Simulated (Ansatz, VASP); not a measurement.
# AgCl in VASP and in Ansatz

INCAR

```
SYSTEM = AgCl
PREC = Accurate
ENCUT = 520
EDIFF = 1E-8
ISMEAR = -1
SIGMA = 0.03
LREAL = .False.
LASPH = .True.
NELM = 100
ALGO = Normal
ISIF = 2
LWAVE = .False.
LCHARG = .False.
GGA = PE
LEFG = .True.
NBANDS = 16
```

The input KPOINTS:

```
regular mesh
0
Gamma
  11 11 11
  0 0 0
```

Contents of POSCAR:

```
AgCl
1.0
    0.0000000000      3.0496117332      3.0496117332
    3.0496117332      0.0000000000      3.0496117332
    3.0496117332      3.0496117332      0.0000000000
Ag Cl
1 1
Direct
    0.0000000000      0.0000000000      0.0000000000
    0.2500000000      0.2500000000      0.2500000000
```

Input for Ansatz:

```yaml
crystal:
  lattice:
    - [0.0, 3.0496117332, 3.0496117332]
    - [3.0496117332, 0.0, 3.0496117332]
    - [3.0496117332, 3.0496117332, 0.0]
  atoms:
    - { symbol: Ag, position: [0.0, 0.0, 0.0] }
    - { symbol: Cl, position: [0.25, 0.25, 0.25] }
kpoints:
  mp_grid: { grid: [11, 11, 11] }
scf:
  occupations: { method: fermi_dirac, width: 0.03 }
hamiltonian:
  xc: pbe
  pseudopotentials: { kind: paw }
output:
  forces: true
  stress: true
  eigenvalues: true
  efg: { contact_densities: true }
  write_density: true
  write_potential: true
  elf: true
  volumetric_format: npy
```

Change from the starting cell: volume scaled by 1.02, PAW files.

Alike in both runs: task electric field gradients; functional PBE; k mesh 11 × 11 × 11; occupations fermi-dirac, width 0.03 eV; no spin polarisation.

```csv
,VASP,Ansatz
version,VASP 6.6.1,Ansatz 0.2.0
potentials or method,"VASP PAW PBE potentials, release 64 (Ag, Cl)","PAW with Ansatz's default frozen-core files, scalar-relativistic"
plane-wave cutoff (eV),520,420
valence electrons in the cell,18,26
```

```tsv
	VASP	Ansatz	Ansatz less VASP
gap on the k mesh at the Fermi level (eV)	1.32	1.32	+0.001
pressure (GPa)	-0.7	-0.6	+0.10
Vzz of the field gradient on the site that differs most (V/Å²)	0.0	0.0	0.00
```

The two sets of potentials don't hold the same shells in valence. Ansatz warned: «gradients_without_spin_orbit».

Caveats: an odd mesh through Γ misses points on the zone boundary, where band edges often lie.
